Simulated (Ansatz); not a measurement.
**CsBr: elastic constants**

How stiff is the crystal, and how unevenly? Runs: cell and atoms relaxed (PAW); reference run (PAW and LAPW); strain amplitude 0.0002 (PAW).

The COD entry's cell or inner coordinates are ideal or old and differ from later refinements, so a difference from it is no clean test against experiment.

Program: Ansatz 0.2.0. Level of theory: DFT PBEsol, frozen-core PAW and all-electron LAPW, scalar-relativistic unless said. These are calculated values, not measurements.

2 further runs of the same task are left out: 2 set aside as unsound or not needed.

## (1) The structure to begin with

The structure is cubic, space group Pm-3m (No. 221). The conventional cell has a = 4.286 Å, b = 4.286 Å, c = 4.286 Å, α = 90.00°, β = 90.00°, γ = 90.00°. Cs (site symmetry m-3m) is surrounded by 8 Br at 3.71 Å. Around Br (site symmetry m-3m) lie 8 Cs at 3.71 Å.

Structure file:

```
CELL_PARAMETERS angstrom
4.28600 0.00000 0.00000
0.00000 4.28600 0.00000
0.00000 0.00000 4.28600
ATOMIC_POSITIONS crystal
Cs 0.00000 0.00000 0.00000
Br 0.50000 0.50000 0.50000
```

Cartesian axes are those of the input's lattice vectors. The structure goes back to a database entry.

## (2) Cell and atoms relaxed, PAW

Input file input.yaml:

```yaml
crystal:
  lattice:
    - [4.286, 0.0, 0.0]
    - [0.0, 4.286, 0.0]
    - [0.0, 0.0, 4.286]
  atoms:
    - { symbol: Cs, position: [0.0, 0.0, 0.0] }
    - { symbol: Br, position: [0.5, 0.5, 0.5] }
kpoints:
  mp_grid: { grid: [12, 12, 12] }
scf:
  occupations: { method: fermi_dirac, width: 0.1 }
hamiltonian:
  xc: pbesol
  pseudopotentials: { kind: paw }
relax:
  f_tol: 0.002
  max_steps: 80
  cell: {}
output:
  forces: true
  stress: true
```

Launch:

```sh
$ ansatz run input.yaml --threads 1 --pin off --max-ram 2560MiB --backend cpu --events-out ev --progress --plain --runs-dir out
```

Output (excerpt; [...] marks lines left out):

```text
[...]
Pseudopotentials: kind: paw
Pseudopotential: Cs, paw, valence charge 9, recommended cutoff 420 eV (normal), Cs.paw.azcp
Pseudopotential: Br, paw, valence charge 7, recommended cutoff 420 eV (normal), Br.paw.azcp
Functional definition: PBEsol
[...]
Crystal: 2 atoms, lattice volume = 78.733 Å³
Basis set: ecut = 420 eV, 1551 PW (Γ), exchange–correlation on 60×60×60 points (8 copies of the dense FFT grid, shifted against one another)
Bands: 12, of which v1, the nominal top of the filled ones, is band 8 counted from 1 (7 counted from 0)
Symmetry: 48 space group operations
Space group: Pm-3m (ITA 221), of the structure as read, at distance tolerance 4.3e-5 Å
k-points: 84 of 1728
[...]
SCF iter   1: F=—  HF=-8325.827611 eV  |F-HF|=—  |Δ(HF+E_count)|=         —  Δρ=1.82e-3  dr2=4.44e-3  ethr=1.77e-3  ⟨swp⟩=7.7  Hψ=6832  notcnv=0
[...]
relax step   1: F+E_penalty+E_count = -8325.82767500 eV  Δ(F+E_penalty+E_count) = +0.000e0 eV  max|allowed force component| = 8.546e-31 eV/Å  Δτ_max = 0.0000 Å  P = -0.449 GPa  Ω = 78.733 Å³  (6 SCF iters, dr2 threshold 1.00e-7 eV, accepted)
[...]
relax step   3: F+E_penalty+E_count = -8325.83123676 eV  Δ(F+E_penalty+E_count) = -1.379e-3 eV  max|allowed force component| = 1.212e-31 eV/Å  Δτ_max = 0.0000 Å  P = +0.021 GPa  Ω = 76.235 Å³  energy of the carried Pulay correction = +9.501e-5 eV  (4 SCF iters, dr2 threshold 2.00e-7 eV, accepted)
[...]
relax step   4: F+E_penalty+E_count = -8325.83113441 eV  Δ(F+E_penalty+E_count) = +1.024e-4 eV  max|allowed force component| = 3.369e-31 eV/Å  Δτ_max = 0.0000 Å  P = +0.022 GPa  Ω = 76.235 Å³  stress off target by 2.20e-2 GPa  SCF on the basis re-selected at this cell (its energy is not [...]
SCF converged after 5 iterations
Free energy (F): -8325.831134 eV
[...]
E sigma→0 (E₀):  -8325.831134 eV
Fermi energy:    5.730064 eV
[...]
--- Forces (eV/Å), atoms counted from 1 ---
  atom   1  Cs    -0.00000000    -0.00000000     0.00000000
  atom   2  Br     0.00000000     0.00000000     0.00000000
[...]
--- Stress (GPa, compression-positive) ---
        0.022016       0.000000       0.000000
        0.000000       0.022016      -0.000000
        0.000000      -0.000000       0.022016
  P = ⅓ Tr σ = 0.0220 GPa (0.220 kbar)
--- Relaxed structure (3 steps of the walk, 3 accepted, 1 SCFs on fresh bases) ---
  F+E_penalty+E_count = -8325.83113441 eV   max|allowed force component| = 3.369e-31 eV/Å   (the final SCF, on the basis selected at the relaxed cell)
  cell:  # Å, volume = 76.2345 Å³
    - [4.240175719523736, 8.425943506694157e-35, -1.2839532962581572e-34]
    - [8.425943506694157e-35, 4.240175719523736, 0.0]
    - [-1.2839532962581572e-34, 0.0, 4.240175719523736]
  atoms:
    - { symbol: Cs, position: [-4.1190755537908236e-35, 1.8254993931561614e-35, 3.744614139806899e-36] }
    - { symbol: Br, position: [0.5, 0.5, 0.5] }
```

Run time: 24 s. Hardware: 1 thread of Intel Xeon Platinum 8259CL at 2.50GHz (Skylake/Cascade Lake), shared host; peak memory 0.45 GiB.

Step by step:

| step | energy from step 1 (eV/cell) | largest force component (eV/Å) | pressure (GPa) | volume (Å³) |
| --- | --- | --- | --- | --- |
| 1 | 0.0000 | 0.0000 | -0.45 | 78.73 |
| 2 | -0.0022 | 0.0000 | -0.28 | 77.80 |
| 3 | -0.0036 | 0.0000 | 0.02 | 76.23 |
| 4 | -0.0035 | 0.0000 | 0.02 | 76.23 |

Step 1 is the start. Step 4 repeats the geometry before on a plane-wave basis chosen anew for that cell, so the energy can jump there without any move; the table keeps such jumps.

| input's cell | before | after | change |
| --- | --- | --- | --- |
| a (Å) | 4.286 | 4.240 | -1.1 % |
| b (Å) | 4.286 | 4.240 | -1.1 % |
| c (Å) | 4.286 | 4.240 | -1.1 % |
| volume (Å³/atom) | 39.37 | 38.12 | -3.2 % |

## (3) Reference run, PAW

Input file input.yaml:

```yaml
crystal:
  lattice:
    - [4.24017571952, 0.0, 0.0]
    - [0.0, 4.24017571952, 0.0]
    - [0.0, 0.0, 4.24017571952]
  atoms:
    - { symbol: Cs, position: [0.0, 0.0, 0.0] }
    - { symbol: Br, position: [0.5, 0.5, 0.5] }
kpoints:
  mp_grid: { grid: [6, 6, 6] }
scf:
  occupations: { method: fixed }
hamiltonian:
  xc: pbesol
  pseudopotentials: { kind: paw }
elastic:
  mode: relaxed_ion
  stencil: two_point
  amplitude: 0.003
```

Launch:

```sh
$ ansatz run input.yaml --threads 1 --pin off --max-ram 2560MiB --backend cpu --events-out ev --progress --plain --runs-dir out
```

Output (excerpt; [...] marks lines left out):

```text
[...]
[... 4 set-up lines as earlier in the session ...]
[...]
Crystal: 2 atoms, lattice volume = 76.235 Å³
Basis set: ecut = 420 eV, 1503 PW (Γ), exchange–correlation on 60×60×60 points (8 copies of the dense FFT grid, shifted against one another)
Bands: 12, of which v1, the nominal top of the filled ones, is band 8 counted from 1 (7 counted from 0)
[... 1 set-up line as earlier in the session ...]
Space group: Pm-3m (ITA 221), of the structure as read, at distance tolerance 4.2e-5 Å
k-points: 20 of 216
[...]
SCF iter   1: F=—  HF=-8325.831224 eV  |F-HF|=—  |Δ(HF+E_count)|=         —  Δρ=1.94e-3  dr2=4.87e-3  ethr=1.77e-3  ⟨swp⟩=6.0  Hψ=1375  notcnv=0  defer=33
[...]
  moduli (Voigt/Reuss/Hill, GPa): K = 15.93/15.93/15.93   G = 9.65/9.43/9.54   E = 23.85   ν = 0.250
  mechanically stable: yes (min eigenvalue of sym C = 8.41 GPa)
  strain η (Voigt 11):  stress-route row diagonal C_11 = 31.27 GPa, energy-path curvature d²(F+E_count+ΔE)/dδ²/Ω₀ = 31.26 GPa
         δ    σ_11 (GPa)             F (eV)   n_scf  n_hpsi   n_pw
    -3.000e-3      -0.1167       -8325.8310030       8   10154   1498   relax 0 steps, max|allowed force component| 5.67e-31 eV/Å
     3.000e-3       0.0709       -8325.8310683       7   10136   1506   relax 0 steps, max|allowed force component| 2.47e-32 eV/Å
  strain η (Voigt 23):  stress-route row diagonal C_44 = 8.41 GPa, energy-path curvature d²(F+E_count+ΔE)/dδ²/Ω₀ = 8.42 GPa
         δ    σ_23 (GPa)             F (eV)   n_scf  n_hpsi   n_pw
    -3.000e-3      -0.0252       -8325.8310849       7   12096   1504   relax 0 steps, max|allowed force component| 1.97e-31 eV/Å
     3.000e-3       0.0252       -8325.8310849       6   11562   1504   relax 0 steps, max|allowed force component| 1.97e-31 eV/Å
```

Run time: 20 s. Hardware: 1 thread of Intel Xeon Platinum 8259CL at 2.50GHz (Skylake/Cascade Lake), shared host; peak memory 0.42 GiB.

C in GPa (Voigt order xx, yy, zz, yz, xz, xy):

```
31.3  8.3  8.3  0.0  0.0  0.0
 8.3 31.3  8.3  0.0  0.0  0.0
 8.3  8.3 31.3  0.0  0.0  0.0
 0.0  0.0  0.0  8.4  0.0  0.0
 0.0  0.0  0.0  0.0  8.4  0.0
 0.0  0.0  0.0  0.0  0.0  8.4
```

## (4) Reference run, LAPW

Edit input.yaml of step 3 so:

```diff
@@ -14,3 +14,3 @@
   xc: pbesol
-  pseudopotentials: { kind: paw }
+  pseudopotentials: { kind: all_electron, lapw: { basis_error: 0.0005 } }
 elastic:
```

Launch:

```sh
$ ansatz run input.yaml --threads 1 --pin off --max-ram 2560MiB --backend cpu --events-out ev --progress --plain --runs-dir out
```

Output (excerpt; [...] marks lines left out):

```text
LAPW: plane waves up to 5.626 Å⁻¹, error target 5.0e-4 eV per atom; small_component_spin mean_spin; Br in spheres of 1.745 Å, 23 of its electrons in bands, Dirac shells []; Cs in spheres of 1.817 Å, 27 of its electrons in bands, Dirac shells [] (how accurate: [...]
Pseudopotentials: kind: all_electron
Pseudopotential: Cs, LAPW, valence charge 27, lapw/all_electron/scalar/gaussian/Cs, Koelling and Harmon's equation, gaussian nucleus
Pseudopotential: Br, LAPW, valence charge 23, lapw/all_electron/scalar/gaussian/Br, Koelling and Harmon's equation, gaussian nucleus
[... 1 set-up line as earlier in the session ...]
[...]
davidson cushion auto → on  (no smearing: the cushion is to keep the highest requested band from converging to the state above it; pin scf.eigensolver.cushion to override)
Crystal: 2 atoms, lattice volume = 76.235 Å³
[...]
  where every solve meets its electron count the energy-path curvature estimates C_jj along a normal strain and C_jj − ¼(σ⁰_aa + σ⁰_bb) along a shear (ab), closely only under elastic.basis: deformed
  strain η (Voigt 11):  stress-route row diagonal C_11 = 31.29 GPa, energy-path curvature d²(F+E_count)/dδ²/Ω₀ = 31.28 GPa
         δ    σ_11 (GPa)             F (eV)   n_scf  n_hpsi   n_pw
    -3.000e-3      -0.1177     -282682.6357862       9   47695    251   relax 0 steps, max|allowed force component| 4.93e-32 eV/Å
     3.000e-3       0.0700     -282682.6358532       9   47326    251   relax 0 steps, max|allowed force component| 2.47e-32 eV/Å
  strain η (Voigt 23):  stress-route row diagonal C_44 = 8.42 GPa, energy-path curvature d²(F+E_count)/dδ²/Ω₀ = 8.43 GPa
         δ    σ_23 (GPa)             F (eV)   n_scf  n_hpsi   n_pw
    -3.000e-3      -0.0253     -282682.6358687       8   56000    251   relax 0 steps, max|allowed force component| 8.63e-32 eV/Å
     3.000e-3       0.0253     -282682.6358687       8   55803    251   relax 0 steps, max|allowed force component| 6.16e-33 eV/Å
```

It took 82 s on 1 thread of Intel Xeon Platinum 8259CL at 2.50GHz (Skylake/Cascade Lake), shared host; peak memory 0.37 GiB.

C in GPa (Voigt order xx, yy, zz, yz, xz, xy):

```
31.3  8.2  8.2  0.0  0.0  0.0
 8.2 31.3  8.2  0.0  0.0  0.0
 8.2  8.2 31.3  0.0  0.0  0.0
 0.0  0.0  0.0  8.4  0.0  0.0
 0.0  0.0  0.0  0.0  8.4  0.0
 0.0  0.0  0.0  0.0  0.0  8.4
```

## (5) Strain amplitude 0.0002, PAW

Edit input.yaml of step 4 so:

```diff
@@ -14,3 +14,3 @@
   xc: pbesol
-  pseudopotentials: { kind: all_electron, lapw: { basis_error: 0.0005 } }
+  pseudopotentials: { kind: paw }
 elastic:
@@ -18,2 +18,2 @@
   stencil: two_point
-  amplitude: 0.003
+  amplitude: 0.0002
```

Launch:

```sh
$ ansatz run input.yaml --threads 1 --pin off --max-ram 2560MiB --backend cpu --events-out ev --progress --plain --runs-dir out
```

Output (excerpt; [...] marks lines left out):

```text
Warning: elastic: elastic.amplitude = 2e-4 is under 1e-3, the smallest value that the input manual advises. Under elastic.basis: reselect (the default) a strained cell's stress can jump where the strain carries plane waves across the cutoff. Elastic constants are stress differences [...]
[... 4 set-up lines as earlier in the session ...]
[...]
Crystal: 2 atoms, lattice volume = 76.235 Å³
Basis set: ecut = 420 eV, 1503 PW (Γ), exchange–correlation on 60×60×60 points (8 copies of the dense FFT grid, shifted against one another)
Bands: 12, of which v1, the nominal top of the filled ones, is band 8 counted from 1 (7 counted from 0)
[... 2 set-up lines as earlier in the session ...]
k-points: 20 of 216
[...]
  moduli (Voigt/Reuss/Hill, GPa): K = 15.85/15.85/15.85   G = 9.60/9.38/9.49   E = 23.73   ν = 0.251
  mechanically stable: yes (min eigenvalue of sym C = 8.36 GPa)
  strain η (Voigt 11):  stress-route row diagonal C_11 = 31.13 GPa, energy-path curvature d²(F+E_count+ΔE)/dδ²/Ω₀ = 31.27 GPa
         δ    σ_11 (GPa)             F (eV)   n_scf  n_hpsi   n_pw
    -2.000e-4      -0.0286       -8325.8311006       6    8752   1503   relax 0 steps, max|allowed force component| 1.97e-31 eV/Å
     2.000e-4      -0.0161       -8325.8311037       8    9062   1503   relax 0 steps, max|allowed force component| 3.70e-31 eV/Å
  strain η (Voigt 23):  stress-route row diagonal C_44 = 8.36 GPa, energy-path curvature d²(F+E_count+ΔE)/dδ²/Ω₀ = 8.42 GPa
         δ    σ_23 (GPa)             F (eV)   n_scf  n_hpsi   n_pw
    -2.000e-4      -0.0017       -8325.8311024       6   11278   1503   relax 0 steps, max|allowed force component| 1.48e-31 eV/Å
     2.000e-4       0.0017       -8325.8311024       8   12095   1503   relax 0 steps, max|allowed force component| 8.38e-31 eV/Å
```

It took 20 s on 1 thread of Intel Xeon Platinum 8259CL at 2.50GHz (Skylake/Cascade Lake), shared host; peak memory 0.42 GiB.

These settings are unsound, so nothing is quoted from this run.

## (6) Side by side

| run | C11 | C12 | C44 | K | G | E | Poisson ratio |
| --- | --- | --- | --- | --- | --- | --- | --- |
| ions relaxed, PAW | 31.3 | 8.3 | 8.4 | 15.9 | 9.5 | 23.9 | 0.250 |
| ions relaxed, LAPW | 31.3 | 8.2 | 8.4 | 15.9 | 9.6 | 23.9 | 0.250 |

Constants and moduli in GPa; K, G and E are Hill averages.

## (7) Summary of results

| quantity | value |
| --- | --- |
| C11 (PAW) | 31 GPa |
| C12 (PAW) | 8 GPa |
| C44 (PAW) | 8 GPa |
| bulk, shear and Young's modulus | 16, 10, 24 GPa |
| Debye temperature from sound speeds | 141 K |
| universal anisotropy index | 0.12 |

**Reading.** All eigenvalues are positive, so the crystal is mechanically stable; by PAW K = 16 and G = 10 GPa, K/G = 1.67, on the brittle side of Pugh's rough line at 1.75, which was drawn for metals. Young's modulus runs from 21 to 28 GPa with direction. Cautions: frozen-core PAW files fitted under PBE, their cores solved anew for the functional of the run.
